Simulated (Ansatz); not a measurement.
## AlH3 — electrostatic potentials at the Al nuclei

Cell: a Materials Project structure (computed, not necessarily an observed phase).

Space group Pnnm (No. 58); a = 5.3791, b = 7.3404, c = 5.7477 Å.

```csv
site,Wyckoff,site symmetry,x,y,z
Al1,4g,..m,0.7122,0.9143,0.0000
Al4,2c,..2/m,0.5000,0.0000,0.5000
H7,8h,1,0.2972,0.0840,0.2984
H8,4g,..m,0.5982,0.1379,0.0000
H9,4g,..m,0.3257,0.8009,0.5000
H16,2a,..2/m,0.0000,0.0000,0.0000
```

One atom of each set is listed.

Method: Kohn–Sham DFT in Ansatz, r2SCAN, plane waves and PAW, scalar-relativistic, 500 eV cutoff, Γ-centred 5×4×5 k-points, Fermi–Dirac smearing 0.02 eV.

The potential at a nucleus is that of all electrons and the other nuclei. A higher potential binds the core electrons more strongly, so differences between sites of one element are the initial-state part of core-level shifts.

Task: Rank the Al sites by the potential at the nucleus, lowest first, and give each against the lowest.
A. Al4: 6 H at 1.71–1.74 Å
B. Al1: 6 H at 1.67–1.75 Å

Result: B (0.00 V), A (0.30 V).
